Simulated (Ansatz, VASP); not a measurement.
## Two plane-wave programs on WS2

```
W S
1.0
     3.15410    0.00000    0.00000
    -1.57705    2.73153    0.00000
     0.00000    0.00000   24.29179
W S
4 8
Direct
  0.66667 0.33333 0.37498
  0.66667 0.33333 0.87500
  0.33333 0.66667 0.12500
  0.33333 0.66667 0.62502
  0.66667 0.33333 0.06018
  0.66667 0.33333 0.56019
  0.33333 0.66667 0.31016
  0.33333 0.66667 0.81018
  0.66667 0.33333 0.18982
  0.66667 0.33333 0.68984
  0.33333 0.66667 0.43981
  0.33333 0.66667 0.93982
```

Alike in both runs: functional PBE; dispersion D3(BJ); k mesh 12 × 12 × 1; occupations gaussian, width 0.02 eV; no spin polarisation.

Ansatz relaxed the structure, and its values are those at the end. VASP's run is a single point on that final structure, the one shown.

|  | VASP | Ansatz |
| --- | --- | --- |
| version | VASP 6.6.1 | Ansatz 0.2.0 |
| potentials or method | VASP PAW PBE potentials, release 64 (W_sv, S) | scalar-relativistic, plane waves, PAW |
| plane-wave cutoff (eV) | 520 | 420 |
| valence electrons in the cell | 104 | 104 |

```tsv
	VASP	Ansatz	Ansatz less VASP
gap on the k mesh at the Fermi level (eV)	0.91	0.89	-0.017
least direct gap on the mesh (eV)	1.83	1.83	-0.003
pressure (GPa)	0.0	0.0	+0.04
```

Caveats: spin-orbit coupling is left out, which moves the levels of the heavy elements; an odd mesh through Γ misses points on the zone boundary, where band edges often lie. As with any semilocal functional, this PBE gap is likely too small.
